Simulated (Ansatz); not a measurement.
Reactions of H$_{2}$Mg, SMILES `[MgH2]`.

Program: Ansatz. Geometries: PBE0-D4/def2-TZVP. ΔE: electronic, gas phase. CCSD(T)/CBS adds triple-zeta CCSD(T) − MP2 to the extrapolated MP2 energy (def2 sets, frozen cores). This one scheme is used for every species, atoms too. No spin–orbit coupling; open shells (•) take unrestricted orbitals. Bonds to Br, Mg are less sure, by a few kJ/mol each and by 10 to 20 or more in all where they break to atoms, as the def2 sets lack core-valence functions. Scalar relativity is left out up to krypton. One conformer a species, not always the lowest.

(1) Order these by ΔE at CCSD(T)/CBS, lowest first. (Best estimate.)
A. `[MgH2]` + `CNC(N)O` → `[NH2][MgH]` + `CNCO`
B. `[MgH2]` + H• → `[MgH]`• + H₂
C. `[MgH2]` + `CN(C)[Si]Br` → `C[N](C)[MgH]` + `[SiH]Br`
D. `[MgH2]` + `F[C](F)F`• → `[MgH]`• + trifluoromethane
E. `[MgH2]` + `CCCOCF` → `C[CH2][MgH]` + `COCF`

Largest T1 diagnostic: 0.014, for `F[C](F)F`•.

## Answers

(1) D (-38.4 kcal/mol), B (-34.0 kcal/mol), A (-22.1 kcal/mol), E (+0.5 kcal/mol), C (+22.2 kcal/mol).
